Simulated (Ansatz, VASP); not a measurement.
This is a calculation of Al for VASP 6.6.1.

Contents of INCAR:

```
ALGO = Normal
EDIFF = 1E-7
ENCUT = 520
GGA = PS
ISIF = 2
ISMEAR = -1
LASPH = T
LCHARG = F
LREAL = F
LWAVE = F
NELM = 100
PREC = Accurate
SIGMA = 0.05
```

The input KPOINTS:

```
k-points
0
Gamma
  11 11 11
```

POSCAR

```
Al
1.0
    0.0000000000      2.0248050000      2.0248050000
    2.0248050000      0.0000000000      2.0248050000
    2.0248050000      2.0248050000      0.0000000000
Al
1
Direct
    0.0000000000      0.0000000000      0.0000000000
```

The input KPOINTS_OPT:

```
path GXWKGLUWLK,UX
15
line-mode
reciprocal
 0.0000000000  0.0000000000  0.0000000000  G
 0.5000000000  0.0000000000  0.5000000000  X

 0.5000000000  0.0000000000  0.5000000000  X
 0.5000000000  0.2500000000  0.7500000000  W

 0.5000000000  0.2500000000  0.7500000000  W
 0.3750000000  0.3750000000  0.7500000000  K

 0.3750000000  0.3750000000  0.7500000000  K
 0.0000000000  0.0000000000  0.0000000000  G

 0.0000000000  0.0000000000  0.0000000000  G
 0.5000000000  0.5000000000  0.5000000000  L

 0.5000000000  0.5000000000  0.5000000000  L
 0.6250000000  0.2500000000  0.6250000000  U

 0.6250000000  0.2500000000  0.6250000000  U
 0.5000000000  0.2500000000  0.7500000000  W

 0.5000000000  0.2500000000  0.7500000000  W
 0.5000000000  0.5000000000  0.5000000000  L

 0.5000000000  0.5000000000  0.5000000000  L
 0.3750000000  0.3750000000  0.7500000000  K

 0.6250000000  0.2500000000  0.6250000000  U
 0.5000000000  0.0000000000  0.5000000000  X
```

Potentials or basis: VASP PAW PBE potentials, release 64 (Al).

Command:

```sh
$ cat potpaw_PBE.64/Al/POTCAR > POTCAR
$ mpirun -np 1 vasp_std > vasp.out
```

Q: Set up the same calculation for Ansatz 0.2.0. Potentials there: Ansatz PAW.

A: As run (the cutoff follows the program's own potentials):

input.yaml

```yaml
crystal:
  lattice:
    - [0.0, 2.024805, 2.024805]
    - [2.024805, 0.0, 2.024805]
    - [2.024805, 2.024805, 0.0]
  atoms:
    - { symbol: Al, position: [0.0, 0.0, 0.0] }
hamiltonian:
  xc: pbesol
  pseudopotentials: { kind: paw }
kpoints:
  mp_grid: { grid: [11, 11, 11] }
  band_path:
    path:
      - [[0.0, 0.0, 0.0], [0.5, 0.0, 0.5], [0.5, 0.25, 0.75], [0.375, 0.375, 0.75], [0.0, 0.0, 0.0], [0.5, 0.5, 0.5], [0.625, 0.25, 0.625], [0.5, 0.25, 0.75], [0.5, 0.5, 0.5], [0.375, 0.375, 0.75]]
      - [[0.625, 0.25, 0.625], [0.5, 0.0, 0.5]]
    npoints: 14
scf:
  occupations: { method: fermi_dirac, width: 0.05 }
  n_extra_bands: 6
output:
  forces: true
  stress: true
  eigenvalues: true
  fatbands: false
```

Potentials or basis: Ansatz PAW.

Run with:

```bash
$ ansatz run input.yaml --threads 2 --pin off --max-ram 5632MiB --backend cpu --events-out ev --progress --plain --runs-dir out
```

Both were run:

|  | VASP | Ansatz | Ansatz less VASP |
| --- | --- | --- | --- |
| gap on the k mesh at the Fermi level (eV) | none | none | - |
| pressure (GPa) | -1.9 | -1.9 | -0.05 |

A gap of «none» marks a metal or a gap that the smearing closes.

Caveats: the PAW data sets were made with another functional, which shifts forces and pressure a little (VASP); the PAW data sets come from PBE, with cores solved anew for the run's functional, which leaves a small shift of forces and pressure (Ansatz).
